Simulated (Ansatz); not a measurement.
# Band structure of Pt

```
Pt
1.0
     0.00000    1.95790    1.95790
     1.95790    0.00000    1.95790
     1.95790    1.95790    0.00000
Pt
1
Cartesian
  0.0000 0.0000 0.0000
```

The cell comes from COD entry 9012957, which wasn't checked; take it as a given geometry. It is an old determination, and later ones may differ.

Method: DFT, PBE, all-electron LAPW, Dirac equation with spin-orbit coupling in Ansatz 0.2.0.

Numerical set-up: a Γ-centred 18×18×18 k mesh, Fermi–Dirac smearing of 0.03 eV, basis error target 0.25 meV/atom, no spin polarisation.

Points in fractions of the reciprocal vectors of this cell: Γ (0, 0, 0), X (0.5, 0, 0.5), U (0.625, 0.25, 0.625), K (0.375, 0.375, 0.75), L (0.5, 0.5, 0.5), W (0.5, 0.25, 0.75). The path runs Γ–X–U–K–Γ–L–W–X. Energies are in eV from the Fermi level; (×n) counts levels within 4 meV of each other, which need not be degenerate by symmetry.

Question: Is there a gap?

Answer: none: bands cross the Fermi level, a metal.

Question: List the levels between -5 and 5 eV at the symmetry points.

Answer: 
Γ: -4.37 (×4), -3.39 (×2), -1.55 (×4)
X: -0.26 (×2), 0.07 (×2), 1.04 (×2), 1.42 (×2)
U: -3.10 (×2), -1.43 (×2), -0.12 (×2)
K: -3.10 (×2), -1.43 (×2), -0.12 (×2)
L: -4.54 (×2), -3.53 (×2), -0.74 (×2), -0.32 (×2), 0.33 (×2)
W: -4.92 (×2), -4.67 (×2), -2.01 (×2), 0.47 (×2)
